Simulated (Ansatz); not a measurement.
A relaxed cell of SiC4 is given with its symmetry left out. The cell was found from a structure generator's guess, not taken from experiment.

Theory: Ansatz, DFT PBE, scalar-relativistic, plane waves, PAW. Cutoff 420 eV, Γ-centred mesh, Gaussian smearing, no spin polarisation.

```xyz
5
Lattice="-1.2566 1.2566 5.7593 1.2566 -1.2566 5.7593 1.2566 1.2566 -5.7593" Properties=species:S:1:pos:R:3 pbc="T T T"
Si    0.0000    0.0000    0.0000
C     0.0000    0.0000    6.9410
C     0.0000    0.0000    3.1464
C     0.0000    0.0000    8.3721
C     0.0000    0.0000    4.5775
```

Formation energies are uncorrected and refer to the elements' standard structures at the same level.

(1) Find its symmetry and describe it.

(2) What is its formation energy per atom?

(3) Is it a metal?

Results:

(1) I4/mmm (No. 139). Conventional cell: a = 2.513 Å, c = 11.519 Å. Around Si lie 8 C at 2.13 Å and 4 Si at 2.51 Å; around C on its first site lie 1 C at 1.43 Å and 4 Si at 2.13 Å; around C on its second site lie 1 C at 1.43 Å and 4 C at 1.86 Å.

(2) +1.78 eV/atom. The separate elements lie lower, so it is unstable against them.

(3) Yes, bands cross the Fermi level on the 20×20×20 mesh.

The last run used a 20×20×20 mesh for its 5-atom cell and Gaussian smearing of 0.10 eV. The reference form of C is held partly by dispersion forces, which this level lacks. A later test with randomly moved atoms led to a structure 1036 meV/atom lower, so this end is a saddle point or a shallow minimum.
